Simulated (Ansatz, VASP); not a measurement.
# One calculation of SnO (Romarchite), two programs

```
Sn O
1.0
     3.84859    0.00000    0.00000
     0.00000    3.84859    0.00000
     0.00000    0.00000    4.90450
Sn O
2 2
Cartesian
  1.9243 0.0000 1.1619
  0.0000 1.9243 3.7426
  0.0000 0.0000 0.0000
  1.9243 1.9243 0.0000
```

Alike in both runs: task single point; functional PBE; k mesh 5 × 5 × 4; occupations fermi-dirac, width 0.05 eV; no spin polarisation.

|  | VASP | Ansatz |
| --- | --- | --- |
| version | VASP 6.6.1 | Ansatz 0.2.0 |
| potentials or method | VASP PAW PBE potentials, release 64 (Sn_d, O) | plane waves, PAW |
| plane-wave cutoff (eV) | 520 | 500 |
| valence electrons in the cell | 40 | 40 |

```tsv
	VASP	Ansatz	Ansatz less VASP
pressure (GPa)	1.2	1.0	-0.25
largest component of the traceless stress (GPa)	0.15	0.16	+0.008
```

Caveats: spin-orbit coupling is left out, which moves the levels of the heavy elements; an odd mesh through Γ misses points on the zone boundary, where band edges often lie. PBE gaps usually lie below the measured ones, often by a third to a half.
